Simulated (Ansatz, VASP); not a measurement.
# One calculation of Al, two programs

INCAR

```
PREC = Accurate
ENCUT = 520
EDIFF = 1E-6
ISMEAR = -1
SIGMA = 0.05
LREAL = False
LASPH = True
NELM = 60
ALGO = Normal
ISIF = 2
LWAVE = False
LCHARG = False
GGA = PS
NBANDS = 8
```

The input KPOINTS:

```
Automatic mesh
0
Gamma
  12 12 12
```

Contents of POSCAR:

```
Al
1.0
   -1.6224269796      1.6224269796      1.6224269796
    1.6224269796     -1.6224269796      1.6224269796
    1.6224269796      1.6224269796     -1.6224269796
Al
1
Direct
    0.0000000000      0.0000000000      0.0000000000
```

Contents of input.yaml:

```yaml
crystal:
  lattice:
    - [-1.6224269796, 1.6224269796, 1.6224269796]
    - [1.6224269796, -1.6224269796, 1.6224269796]
    - [1.6224269796, 1.6224269796, -1.6224269796]
  atoms:
    - { symbol: Al, position: [0.0, 0.0, 0.0] }
kpoints:
  mp_grid: { grid: [12, 12, 12] }
scf:
  occupations: { method: fermi_dirac, width: 0.05 }
hamiltonian:
  xc: pbesol
  pseudopotentials: { kind: all_electron, lapw: { basis_error: 0.001 } }
output:
  forces: true
  stress: true
  eigenvalues: true
```

Change from the starting cell: volume scaled by 1.06.

Alike in both runs: task single point; functional PBEsol; k mesh 12 × 12 × 12; occupations fermi-dirac, width 0.05 eV; no spin polarisation.

|  | VASP | Ansatz |
| --- | --- | --- |
| version | VASP 6.6.1 | Ansatz 0.2.0 |
| potentials or method | VASP PAW PBE potentials, release 64 (Al) | all-electron LAPW, scalar-relativistic |
| plane-wave cutoff (eV) | 520 | see its input |

|  | VASP | Ansatz | Ansatz less VASP |
| --- | --- | --- | --- |
| gap on the k mesh at the Fermi level (eV) | none | none | - |
| pressure (GPa) | -2.0 | -2.0 | -0.03 |

A gap of «none» marks a metal or a gap that the smearing closes. Ansatz ran all-electron here, so the differences hold the error of VASP's frozen core and of both bases.

Caveats: the PAW data sets were made with another functional, which shifts forces and pressure a little (VASP).
